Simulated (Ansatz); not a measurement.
**TaN: stress in a strained cell**

TaN is deformed so: zz strain of +2 %. What stress and forces result, by LAPW, PAW and all-electron datasets made for the crystal?

Method: DFT PBEsol, scalar-relativistic, in Ansatz 0.2.0.

**1. The structure to begin with**

Symmetry: Fm-3m, No. 225, cubic system. The conventional cell has a = 4.358 Å, b = 4.358 Å, c = 4.358 Å, α = 90.00°, β = 90.00°, γ = 90.00°. Around Ta (site symmetry m-3m) lie 6 N at 2.18 Å. N (site symmetry m-3m) is surrounded by 6 Ta at 2.18 Å.

Structure file:

```
CELL_PARAMETERS angstrom
0.00000 2.17900 2.17900
2.17900 0.00000 2.17900
2.17900 2.17900 0.00000
ATOMIC_POSITIONS crystal
Ta 0.50000 0.50000 0.50000
N 0.00000 0.00000 0.00000
```

Atoms are numbered in the order of the input: Ta1, N2.

**2. After the deformation**

Space group Fm-3m before, I4/mmm after.

**3. LAPW, all electrons**

Contents of input.yaml:

```yaml
crystal:
  lattice:
    - [0.0, 2.179, 2.22258]
    - [2.179, 0.0, 2.22258]
    - [2.179, 2.179, 0.0]
  atoms:
    - { symbol: Ta, position: [0.5, 0.5, 0.5] }
    - { symbol: "N", position: [0.0, 0.0, 0.0] }
kpoints:
  mp_grid: { grid: [9, 9, 9] }
  band_path:
    path:
      - [0.0, 0.0, 0.0]
      - [0.0, 0.5, 0.5]
      - [0.25, 0.75, 0.5]
      - [0.0, 0.5, 0.0]
      - [0.0, 0.0, 0.0]
      - [0.5, 0.5, 0.0]
      - [0.3701460977, 0.6298539023, 0.0]
      - [-0.3701460977, 0.3701460977, 0.0]
      - [0.0, 0.0, 0.0]
    npoints: 5
scf:
  occupations: { method: fermi_dirac, width: 0.02 }
hamiltonian:
  xc: pbesol
  pseudopotentials: { kind: all_electron, lapw: { basis_error: 0.0005 } }
output:
  forces: true
  stress: true
  eigenvalues: true
```

On the command line:

```bash
$ ansatz run input.yaml --threads 1 --pin off --max-ram 3072MiB --backend cpu --events-out ev --progress --plain --runs-dir out
```

**4. PAW on the default files**

Contents of input.yaml:

```yaml
crystal:
  lattice:
    - [0.0, 2.179, 2.22258]
    - [2.179, 0.0, 2.22258]
    - [2.179, 2.179, 0.0]
  atoms:
    - { symbol: Ta, position: [0.5, 0.5, 0.5] }
    - { symbol: "N", position: [0.0, 0.0, 0.0] }
kpoints:
  mp_grid: { grid: [9, 9, 9] }
scf:
  occupations: { method: fermi_dirac, width: 0.02 }
hamiltonian:
  xc: pbesol
  pseudopotentials: { kind: paw }
output:
  forces: true
  stress: true
  eigenvalues: true
  efg: { contact_densities: true }
```

**5. All-electron PAW on datasets made for the crystal**

input.yaml: that of step 4 with these lines changed.

```diff
@@ -14,3 +14,3 @@
   xc: pbesol
-  pseudopotentials: { kind: paw }
+  pseudopotentials: { kind: all_electron, datasets: crystal }
 output:
```

(Steps that only read results are left out.)

Before running it: what results should come out? Wanted: pressure; largest shear or deviatoric stress.

**Answer**, as computed:

| quantity | value |
| --- | --- |
| pressure | LAPW -2.44, PAW -2.45, crystal datasets -2.44 GPa |
| largest shear or deviatoric stress (LAPW) | 8.77 GPa |

**Reading.** The largest part of the stress beyond the pressure is 8.77 GPa in size, in the zz component; the atoms are carried along and not relaxed. No run of the undeformed cell stands beside it, so the pressure holds what the given cell had before the change. PAW: stress within 0.10 GPa of LAPW. Crystal datasets: stress within 0.01 GPa of LAPW. Spin-orbit coupling is left out, though the cell holds Ta; in elements this heavy it can shift bands and gaps by tenths of an eV.
